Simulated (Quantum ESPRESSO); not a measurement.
# Habitual settings against a tight run: GeTe (R3m, 2 atoms in the cell)

Self-consistent single point.

```xyz
2
Lattice="2.0444 1.1804 3.5911 -2.0444 1.1804 3.5911 0.0000 -2.3607 3.5911" Properties=species:S:1:pos:R:3 pbc="T T T"
Ge     0.0000     0.0000    10.6896
Te     0.0000     0.0000     5.6967
```

Level of theory: PBE, GBRV 1.5 ultrasoft (PBE) pseudopotentials (plane waves; Quantum ESPRESSO).

Base settings: ecutwfc = 50 Ry; ecutrho = 250 Ry; occupations = smearing; smearing = gaussian; degauss = 0.0036749 Ry; potentials = {Ge: ge_pbe_v1.4.uspp.F.UPF, Te: te_pbe_v1.uspp.F.UPF}; K_POINTS = automatic 10 10 10 0 0 0; conv_thr = 1e-10 Ry.

Tight run (finer mesh or higher cutoff; not a proven limit): ecutwfc: 50 Ry → 70 Ry; ecutrho: 250 Ry → 350 Ry; conv_thr: 1e-10 Ry → 7.3e-11 Ry; K_POINTS: automatic 10 10 10 0 0 0 → automatic 14 14 14 0 0 0. It gave top of the valence band (on the code's own zero) 8.24 eV; gap on the k-point mesh 0.31 eV; pressure 5.13 GPa; largest force (vector length) 0.541 eV/Å.

Quick runs, as changes from the base:
- A: the base itself
- B: ecutwfc: 50 Ry → 35 Ry; ecutrho: 250 Ry → 175 Ry; smearing: gaussian → fermi-dirac; degauss: 0.0036749 Ry → 0.019992 Ry; pseudopotentials: {Ge: ge_pbe_v1.4.uspp.F.UPF, Te: te_pbe_v1.uspp.F.UPF} → {Ge: ge_lda_v1.4.uspp.F.UPF, Te: te_lda_v1.uspp.F.UPF}; K_POINTS: automatic 10 10 10 0 0 0 → automatic 8 8 8 0 0 0 [LDA (PZ)]
- C: ecutwfc: 50 Ry → 30 Ry; ecutrho: 250 Ry → 150 Ry; K_POINTS: automatic 10 10 10 0 0 0 → automatic 3 3 3 1 1 1
- D: K_POINTS: automatic 10 10 10 0 0 0 → automatic 4 4 4 0 0 0
- E: ecutwfc: 50 Ry → 40 Ry; ecutrho: 250 Ry → 200 Ry; conv_thr: 1e-10 Ry → 7.3e-06 Ry; K_POINTS: automatic 10 10 10 0 0 0 → automatic 2 2 2 0 0 0
- F: ecutwfc: 50 Ry → 25 Ry; ecutrho: 250 Ry → 125 Ry; smearing: gaussian → fermi-dirac; degauss: 0.0036749 Ry → 0.0147 Ry; K_POINTS: automatic 10 10 10 0 0 0 → automatic 4 4 4 0 0 0

Energies are extrapolated to zero smearing width, which holds to low order in the width alone (under cold and Methfessel-Paxton smearing the free energy itself is taken).

Dashes: energy of B, another energy zero; gap of B, F, no gap found.

Gaps are read on each run's own mesh, which may miss the band edges.

† marks runs with another functional, U, potentials or spin treatment: their distance from the tight run is not a convergence error alone.

The count of work is k-points × plane waves × bands × iterations; it is no time. 

The starting cell comes from a database of computed structures (which also holds hypothetical and non-ambient phases and stackings), without a prior relaxation at this level. Its lattice was rescaled by a random factor within 2.5 % of one. Spin-orbit coupling is off. In the base run, with a pressure of about 5 GPa the cell is away from its equilibrium volume at this level.

```csv
run,energy less tight (meV/atom),pressure less tight (GPa),largest miss in a force vector (eV/Å),gap on the mesh less tight (eV),count of work / tight
A,0.2,-0.05,0.006,0.087,0.24
B†,–,-5.01,0.100,–,0.070
C,111.7,-6.26,0.622,0.699,0.0059
D,-24.7,-0.10,0.292,0.269,0.027
E,894.3,10.34,2.517,0.075,0.0038
F,840.5,-33.04,0.237,–,0.0097
```

Among the runs at the tight run's level, the energy misses run from 0.2 to 894.3 meV/atom.
